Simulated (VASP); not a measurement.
Wanted: the native input for a VASP 6.6.1 run.

| Quantity | Value |
| --- | --- |
| Task | single point |
| Functional | RPBE |
| Potentials or basis | VASP PAW PBE potentials, release 64 (B) |
| Cutoff | 520 eV |
| k mesh | 23 × 23 × 4 |
| Occupations | fermi-dirac, width 0.1 eV |
| Spin | no spin polarisation |
| Dipole correction | no |
| Further INCAR settings | ALGO = Normal; EDIFF = 1e-06; NBANDS = 10 |

The structure of B lies in POSCAR:

```
B
1.0
    1.7471302121      0.0000000000      0.0000000000
   -0.8735651060      1.5130591474      0.0000000000
    0.0000000000      0.0000000000     10.7967936387
B
2
Direct
    0.3333333333      0.6666666667      0.2500000000
    0.6666666667      0.3333333333      0.7500000000
```

This isn't the form of B at room conditions, which is rhombohedral.

The input as run:

INCAR

```
SYSTEM = B
PREC = Accurate
ENCUT = 520
EDIFF = 1E-6
ISMEAR = -1
SIGMA = 0.1
LREAL = .False.
LASPH = .True.
NELM = 60
ALGO = Normal
ISIF = 2
LWAVE = .False.
LCHARG = .True.
GGA = RP
LELF = .True.
LVHAR = .True.
NBANDS = 10
```

KPOINTS

```
regular mesh
0
Gamma
  23 23 4
  0 0 0
```

Potentials or basis: VASP PAW PBE potentials, release 64 (B).

Run with:

```sh
$ cat potpaw_PBE.64/B/POTCAR > POTCAR
$ mpirun -np 1 vasp_std > vasp.out
```

Results of the run:

```
Pressure               : -5.5 GPa
Band gap on the k mesh : none (metal or under the smearing width)
```

Caveat: the PAW data sets were made with another functional, which shifts forces and pressure a little; this functional lacks dispersion, which binds the layers, so the pressure and a relaxed spacing across them are unreliable.

Run time: 54 s on 1 thread of Intel(R) Xeon(R) Platinum 8175M CPU @ 2.50GHz (Skylake/Cascade Lake), on a shared host, peak memory 0.16 GiB.
